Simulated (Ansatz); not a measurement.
A comparison from first-principles data. A cold calorimeter or bolometer resolves small energies when its absorber holds little heat, and in an insulator that falls as (T/Θ)³.

The yardstick is Si. A cube of 1 mm edge at 2 K; all rows have a gap at this level.

Methods, by column (Ansatz, a plane-wave PAW program): Debye temperature: PBEsol, elastic tensor, Hill average; volume per atom, density: PBEsol, relaxed cell.

Runs started from generated or typed cells of the structure named: Si; CaF2. Spin–orbit coupling is left out unless named.

Model: C per volume = 1944 J/(K·mol)(T/Θ)³/(0.6022 V) = 3228 (T/Θ)³/V; thermodynamic noise = √(k_B T² C_total); relative noise = noise/noise_ref.

```tsv
crystal	Debye temperature (K)	V (Å³/atom)	density (g/cm³)	C (J/K per cm³)	noise (eV)	noise (relative)
BaF2 (fluorite)	282	19.27	5.04	5.976e-5	11340	3.4
CdF2 (fluorite)	313	13.01	6.40	(withheld)	(withheld)	(withheld)
Si (diamond type), reference	624	20.05	2.33	5.301e-6	3377	1.00
CaF2 (fluorite)	503	13.27	3.26	(withheld)	(withheld)	(withheld)
SrCl2 (fluorite)	240	27.47	3.19	(withheld)	(withheld)	(withheld)
```

Problem. Some entries are withheld; supply them.

Solution. 
- CdF2: C = 3228 × (2/313)³/13.01 = 6.473e-5 J/K per cm³; noise: 2 × √(1.3806×10⁻²³ × 6.473e-5 × 0.00100)/1.602×10⁻¹⁹ = 11800 eV; relative noise: 11800/3377 = 3.5.
- CaF2: C = 3228 × (2/503)³/13.27 = 1.529e-5 J/K per cm³; noise: 2 × √(1.3806×10⁻²³ × 1.529e-5 × 0.00100)/1.602×10⁻¹⁹ = 5736 eV; relative noise: 5736/3377 = 1.70.
- SrCl2: C = 3228 × (2/240)³/27.47 = 6.800e-5 J/K per cm³; noise: 2 × √(1.3806×10⁻²³ × 6.800e-5 × 0.00100)/1.602×10⁻¹⁹ = 12100 eV; relative noise: 12100/3377 = 3.6.

In order of relative noise, lowest first: Si (1.00 ± 0.060), CaF2 (1.70 ± 0.10), BaF2 (3.4 ± 0.20) ≈ CdF2 (3.5 ± 0.21) ≈ SrCl2 (3.6 ± 0.22). The ± follows from allowances picked for this note (Debye temperature 4 %, volume per atom 1 %), carried to first order and added in quadrature, each row's own inputs moving alone; ≈ joins neighbours closer than their two ± added in quadrature. On this figure 0 of 4 candidates do clearly better than the reference.

Θ comes from averaged elastic constants. Free carriers, two-level defects, nuclear spins and metal films add heat capacity that the Debye law lacks. Where several phases of a formula are at hand, those over 0.1 eV/atom above the lowest were not drawn (by r²SCAN where it compared them, else by the largest value; a layered or molecular lowest phase counts only with a dispersion term); other phases could lie lower still. Rows were sampled with a lean to familiar crystals, related or not, whatever their agreement with measurement; tables with many equal figures were not kept. Limits of the draw: gap over 1 eV but for Si, Ge and GaAs, no magnets; for moduli and speeds, an anisotropy index under 2.5, no layered crystals; no unfamiliar magnets, and cubic perovskites only if shown or known to be stable. As a rule kept out of such tables: 4f compounds, open-shell compounds run without a Hubbard term, cells found unstable in the tests at hand, cells close to a higher symmetry, and runs set to a pressure or over 12 % in volume from the crystal's fullest run.
